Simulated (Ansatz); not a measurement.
# TiO (P6_3/mmc) in Ansatz: density of states with PBEsol

Aim: the density of states of TiO with PBEsol.

Program: Ansatz 0.2.0. These are calculated values, not measurements. Logs are shortened: lines on timing, memory, paths and dates and some standing lists are left out, and cuts for length are marked.

### 1 Starting point

It takes space group P6_3/mmc (No. 194, hexagonal). The conventional cell has a = 2.852 Å, b = 2.852 Å, c = 5.568 Å, α = 90.00°, β = 90.00°, γ = 120.00°. Ti (site symmetry -6m2) is surrounded by 6 O at 2.16 Å. O (site symmetry -3m) is surrounded by 6 Ti at 2.16 Å.

The cell comes from a database or a generator and needn't be the stable form of this composition.

### 2 Density of states, PBEsol

Input file input.yaml:

```yaml
crystal:
  lattice:
    - [2.8516080131, 0.0, 0.0]
    - [-1.4258040066, 2.469564981, 0.0]
    - [0.0, 0.0, 5.567503]
  atoms:
    - { symbol: Ti, position: [0.6666666667, 0.3333333333, 0.75] }
    - { symbol: Ti, position: [0.3333333333, 0.6666666667, 0.25] }
    - { symbol: O, position: [0.0, 0.0, 0.5] }
    - { symbol: O, position: [0.0, 0.0, 0.0] }
hamiltonian:
  xc: pbesol
  pseudopotentials: { kind: paw }
kpoints:
  mp_grid: { grid: [10, 10, 4] }
scf:
  occupations: { method: fermi_dirac, width: 0.05 }
  n_extra_bands: 10
output:
  forces: true
  stress: true
  eigenvalues: true
  dos: { projected: false, de: 0.05, nscf_kmesh: { grid: [15, 15, 6] } }
  write_density: true
  write_potential: true
  elf: true
  volumetric_format: npy
```

Potentials or basis: Ansatz PAW.

Launch:

```
$ ansatz run input.yaml --threads 2 --pin off --max-ram 5632MiB --backend cpu --events-out ev --progress --plain --runs-dir out
```

Standard output:

```text
Warning: RAYON_NUM_THREADS=2 ignored (pool sized by the plan → 2); use --threads N
scf.n_extra_bands = 10 over 18 filled bands (N_el = 36.0): the run solves 28 bands
Engine: ansatz 0.2.0, aarch64-unknown-linux-gnu
Pseudopotentials: kind: paw
Pseudopotential: Ti, paw, valence charge 12, recommended cutoff 420 eV (normal), Ti.paw.azcp
Pseudopotential: O, paw, valence charge 6, recommended cutoff 420 eV (normal), O.paw.azcp
Functional definition: PBEsol
  exchange = pbesol_x
  correlation = pbesol_c
Crystal: 4 atoms, lattice volume = 39.208 Å³
Basis set: ecut = 420 eV, 799 PW (Γ), exchange–correlation on 40×40×80 points (8 copies of the dense FFT grid, shifted against one another)
Bands: 28, of which v1, the nominal top of the filled ones, is band 18 counted from 1 (17 counted from 0)
Symmetry: 24 space group operations
Space group: P63/mmc (ITA 194), of the structure as read, at distance tolerance 3.4e-5 Å
k-points: 42 of 400
Non-local potential: Ti, projectors of the file, l = 0: 3, l = 1: 2, l = 2: 3, l = 3: 1
Non-local potential: O, projectors of the file, l = 0: 2, l = 1: 2, l = 2: 1
PAW form: soft (Blöchl's): semilocal exchange-correlation on the pseudo side does not see the compensation charge
PAW frozen core: Ti, regenerated for the run's functional, and the local potential with it (the file was generated under x = pbe(κ = 0.804, μ = 0.2195149727645171), c = pbe(β = 0.06672455060314922))
PAW frozen core: O, regenerated for the run's functional, and the local potential with it (the file was generated under x = pbe(κ = 0.804, μ = 0.2195149727645171), c = pbe(β = 0.06672455060314922))
PAW one-centre angular grid: Ti, 590 points (default); XC on 64 Gauss nodes
PAW one-centre angular grid: O, 110 points (default); XC on 64 Gauss nodes
Initial density: superposition of atomic densities (neutral atoms: chi_scale 0, normalization atom), corrected by the library's trained network
Initial wavefunctions: pseudopotential atomic-orbital guess
Functional: x = pbesol(κ = 0.804, μ = 0.12345679012345678), c = pbesol(β = 0.046)
SCF iter   1: F=—  HF=-6074.676939 eV  |F-HF|=—  |Δ(HF+E_count)|=         —  Δρ=2.09e-2  dr2=1.17e-1  ethr=1.77e-3  ⟨swp⟩=4.8  Hψ=4198  notcnv=0  defer=2
preconditioner: auto → Kerker (q_TF=auto, 2.690 Å⁻¹)  [metal: Δε(μ)=0.050 eV  Ē_g=11.465 eV  σ=0.050 eV  W_gap=0.24  n_scr=10 (ndim 8)  ℏωp=26.5 eV  f_vac=0.000  D(μ)=0.84/eV (n_scr^D=2)]
SCF iter   2: F=—  HF=-6074.652580 eV  |F-HF|=—  |Δ(HF+E_count)|=   2.44e-2  Δρ=9.42e-3  dr2=2.67e-2  ethr=3.24e-4  ⟨swp⟩=2.0  Hψ=1856  notcnv=0  defer=68
SCF iter   3: F=—  HF=-6074.646690 eV  |F-HF|=—  |Δ(HF+E_count)|=   5.89e-3  Δρ=2.02e-3  dr2=1.52e-3  ethr=7.43e-5  ⟨swp⟩=2.0  Hψ=1798  notcnv=0  defer=68
SCF iter   4: F=—  HF=-6074.646261 eV  |F-HF|=—  |Δ(HF+E_count)|=   4.29e-4  Δρ=3.50e-4  dr2=5.15e-5  ethr=4.23e-6  ⟨swp⟩=1.9  Hψ=1223  notcnv=0  defer=68
SCF iter   5: F=—  HF=-6074.646198 eV  |F-HF|=—  |Δ(HF+E_count)|=   6.30e-5  Δρ=8.12e-5  dr2=1.87e-6  ethr=1.43e-7  ⟨swp⟩=2.2  Hψ=1469  notcnv=0  defer=68
SCF iter   6: F=-6074.646198 eV  HF=-6074.646198 eV  |F-HF|=1.59e-9  |Δ(HF+E_count)|=   1.48e-7  Δρ=1.61e-5  dr2=7.71e-8  ethr=2.78e-10  ⟨swp⟩=9.5  Hψ=6652  notcnv=0
SCF 1 converged in 6 iterations: F = -6074.646198 eV  dr2 = 7.71e-8
NSCF: frozen V_eff on 108 k-points
SCF converged after 6 iterations
Free energy (F): -6074.646198 eV
Harris-Foulkes:  -6074.646198 eV  (|F-HF|=1.59e-9)
Internal energy: -6074.638959 eV  (E = F + TS)
E sigma→0 (E₀):  -6074.642578 eV
Entropy (-TS):   -0.007239 eV (-1.810 meV/atom)
Fermi energy:    16.836376 eV
--- Per-component energies (eV) ---
  E_band       = -204.730845
  E_kinetic    = 899.972536
  E_local      = -1812.603221  (includes V_loc(G=0)·N_el)
  E_nonlocal   = 115.583904
  E_hartree    = 719.429575
  E_xc         = -341.798496
  E_vxc        = -433.791694  (∫ρ·V_xc dr)
  E_paw        = -2350.161227  (= ΣΔE_a)
  E_vpaw       = -412.753463  (= ΣTr[D̂ρ^β])
  E_aug_tail   = 0.005028  (compensation charges beyond the density's cutoff)
  E_ewald      = -3305.416402
  E_core_change = 0.349344  (= ΣΔE_core)
  E_smearing   = -0.007239  (= −TS)
  E_closure    = 0.000000  (closes the sum)
  Σ components = -6074.646198   (vs F -6074.646198, Δ=0.00e0)
--- Forces (eV/Å), atoms counted from 1 ---
  atom   1  Ti     0.00000000     0.00000000     0.00000000
  atom   2  Ti    -0.00000000    -0.00000000     0.00000000
  atom   3  O      0.00000000    -0.00000000     0.00000000
  atom   4  O      0.00000000     0.00000000    -0.00000000
  max |Σ_I F_I| component: 4.63e-18 eV/Å
--- Stress (GPa, compression-positive) ---
       -9.030494      -0.000000       0.000000
        0.000000      -9.030494       0.000000
        0.000000       0.000000     -11.946288
  P = ⅓ Tr σ = -10.0024 GPa (-100.024 kbar)
--- Band table (eV; the first three rows and the last of 42) ---
  k-point 0: bands = ["-40.7876", "-40.7431", "-17.6488", "-17.1633", "-16.7541", "-16.7541", "-16.7401", "-16.7401", "-5.0352", "-3.7299", "7.3722", "10.9631", "10.9631", "11.4348", "11.4348", "11.4853", "14.7448", "16.5949", "16.5949", "16.8538", "17.6085", "17.6085", "18.0122", "18.5944", "18.5944", "19.6999", "19.6999", "23.1305"]
  k-point 1: bands = ["-40.7811", "-40.7496", "-17.5808", "-17.2378", "-16.7521", "-16.7521", "-16.7421", "-16.7421", "-4.8564", "-3.9367", "7.8271", "10.5651", "11.0127", "11.0127", "11.3428", "11.3428", "15.3749", "16.7022", "16.8568", "16.8568", "17.7183", "17.7183", "18.4743", "18.4743", "18.4882", "19.3983", "19.3983", "21.4870"]
  k-point 2: bands = ["-40.7654", "-40.7654", "-17.4125", "-17.4125", "-16.7471", "-16.7471", "-16.7471", "-16.7471", "-4.4103", "-4.4103", "9.0291", "9.0291", "11.1570", "11.1570", "11.1570", "11.1570", "16.2067", "16.2067", "17.4353", "17.4353", "17.4353", "17.4353", "18.7639", "18.7639", "18.7639", "18.7639", "19.7385", "19.7385"]
  k-point 41: bands = ["-40.6395", "-40.6395", "-17.3485", "-17.3485", "-17.2282", "-17.2282", "-17.0998", "-17.0998", "-3.7320", "-3.7320", "8.4350", "8.4350", "9.5798", "9.5798", "9.9080", "9.9080", "16.3230", "16.3230", "18.2788", "18.2788", "18.7276", "18.7276", "18.9298", "18.9298", "19.8739", "19.8739", "25.6087", "25.6087"]
```

Run time: 3 s. Hardware: 2 threads of Arm Neoverse V1, shared host; peak memory 0.33 GiB.

What came out:

```
Free energy                          : -6074.6462 eV
Pressure                             : -10.0 GPa
Band gap on the k mesh               : none (metal or under the smearing width)
Density of states at the Fermi level : 0.16 states/eV per cell
```

Stress tensor (GPa, compression positive):
```
 -9.03   0.00   0.00
  0.00  -9.03   0.00
  0.00   0.00 -11.95
```

States per cell in windows of 1 eV (zero at the Fermi level; states under -8 eV left out):
| from (eV) | total |
| --- | --- |
| -8.0 | 3.46 |
| -7.0 | 3.73 |
| -6.0 | 2.23 |
| -5.0 | 0.00 |
| -4.0 | 0.00 |
| -3.0 | 0.34 |
| -2.0 | 1.69 |
| -1.0 | 1.98 |
| 0.0 | 1.57 |
| 1.0 | 7.24 |
| 2.0 | 5.67 |
| 3.0 | 1.83 |
| 4.0 | 0.29 |
| 5.0 | 0.47 |
| 6.0 | 0.71 |
| 7.0 | 0.90 |

Caveat: the pressure holds a Pulay correction of +0.7 GPa for the finite cutoff; semilocal functionals often make such compounds metallic where correlation or magnetic order opens a gap, which also shifts bond lengths; the PAW data sets come from PBE, with cores solved anew for the run's functional, which leaves a small shift of forces and pressure; the density of states is complete only up to the lowest level of the last band computed.
